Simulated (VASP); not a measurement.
# BN, self-consistent run: which settings are enough?

BN, P1 (no. 1), 2 atoms in the cell. PBE; PAW potentials N, B (PBE set). VASP 6.6.1. The atoms are moved at random off their ideal places.

Wanted: energy within 1 meV/atom; forces within 0.005 eV/Å; pressure within 0.1 GPa.

POSCAR:
```
BN
1.0
    0.0000000000      1.8130010000      1.8130010000
    1.8130010000      0.0000000000      1.8130010000
    1.8130010000      1.8130010000      0.0000000000
N B
1 1
Direct
    0.2401120000      0.2493350000      0.2628610000
    0.0028340000      0.0063430000     -0.0063740000
```

## One numerical tag moved

| One numerical tag moved | Energy less reference (meV/atom) | Forces, largest deviation (eV/Å) | Pressure (GPa) | SCF iterations | Time (s) |
|---|---|---|---|---|---|
| default | 0.0 | 0.0000 | 0.39 | 13 | 50 |
| WEIMIN = 0.0 | 0.0 | 0.0000 | 0.39 | 13 | 44 |
| EBREAK = 1e-10 | 0.0 | 0.0000 | 0.39 | 13 | 48 |
| NDAV = 8 | 0.0 | 0.0000 | 0.39 | 13 | 44 |
| LMAXPAW = -1 | -25.0 | 0.0041 | -1.78 | 13 | 42 |
| NDAV = 2 | 0.0 | 0.0000 | 0.39 | 13 | 43 |
| LASYNC = T | 0.0 | 0.0000 | 0.39 | 13 | 50 |
| EBREAK = 0.0001 | 0.0 | 0.0000 | 0.39 | 13 | 38 |
| RANDOM_GENERATOR = pcg_32 | 0.0 | 0.0000 | 0.39 | 13 | 48 |

Chosen: default; no other choice that stays within half of the tolerance saves 30 % of the time.

## The input

INCAR:
```
SYSTEM = BN
ALGO = Normal
EDIFF = 1E-7
ENCUT = 520
ISIF = 2
ISMEAR = 0
LASPH = .TRUE.
LCHARG = .FALSE.
LREAL = .FALSE.
LWAVE = .FALSE.
NELM = 100
PREC = Accurate
SIGMA = 0.02
```

KPOINTS:
```
k-points
0
Gamma
  11 11 11
```

Commands:
```
cat potpaw_PBE.64/N/POTCAR potpaw_PBE.64/B/POTCAR > POTCAR
mpirun -np 1 vasp_std > vasp.out
```

The chosen input took VASP 6.6.1 50 s on 1 core (Intel Xeon Platinum 8488C (Sapphire Rapids)), a shared host.

## An input that fails: LMAXPAW = -1 without LASPH

It runs to its end, but against the unchanged starting input it is off by 25.0 meV/atom in the energy, 0.0041 eV/Å in the forces, 2.17 GPa in the pressure.

Changes against the starting input:
```
- LASPH = True
+ LASPH = False
+ LMAXPAW = -1
```
